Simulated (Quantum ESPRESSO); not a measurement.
FeO and the effect of the choice of potentials or basis

```cif
data_structure
_symmetry_space_group_name_H-M 'Fm-3m'
_symmetry_Int_Tables_number 225
_cell_length_a 4.3108
_cell_length_b 4.3108
_cell_length_c 4.3108
_cell_angle_alpha 90.000
_cell_angle_beta 90.000
_cell_angle_gamma 90.000
_cell_volume 80.11
loop_
_atom_site_label
_atom_site_type_symbol
_atom_site_symmetry_multiplicity
_atom_site_Wyckoff_symbol
_atom_site_fract_x
_atom_site_fract_y
_atom_site_fract_z
_atom_site_occupancy
Fe1 Fe 4 a 0.00000 0.00000 0.00000 1
O1 O 4 b 0.50000 0.00000 0.00000 1
```

Kept alike: task band structure; functional PBE; k mesh 11 × 11 × 11; occupations fermi-dirac, width 0.05 eV; collinear spin, ferromagnetic start. Program: Quantum ESPRESSO. Cutoffs run from 735 to 1605 eV. The mesh is that of the run's cell of 2 atoms. No spin-orbit coupling.

| choice of potentials or basis | pressure (GPa) |
| --- | --- |
| Ansatz NC SR PBE | -0.67 |
| GBRV 1.5 PBE | -0.09 |
| JTH 2.0 PBE | 0.06 |
| PseudoDojo 0.4 SR PBE stringent | -0.92 |
| PseudoDojo 0.4.1 SR PBE standard | -0.95 |
| PseudoDojo 0.5 SR PBE standard | -0.95 |
| PseudoDojo 0.5 SR PBE stringent | -0.92 |
| SPMS 1.0 PBE | -0.43 |
| SSSP 1.3 efficiency PBE | -1.22 |

Pressure is positive in compression; the values hold the error of the finite cutoff, so their zero can differ a little from the energy's minimum. For a metal such a mesh leaves the last digits unconverged. The measured crystal is an antiferromagnetic insulator; a metallic or parallel state is the runs' own. The runs hold the magnetic state that their start led to, which needn't be the lowest.

Problem. What does the choice of potentials or basis change here?

Solution. The pressure runs from -1.22 (SSSP 1.3 efficiency PBE) to 0.06 GPa (JTH 2.0 PBE).
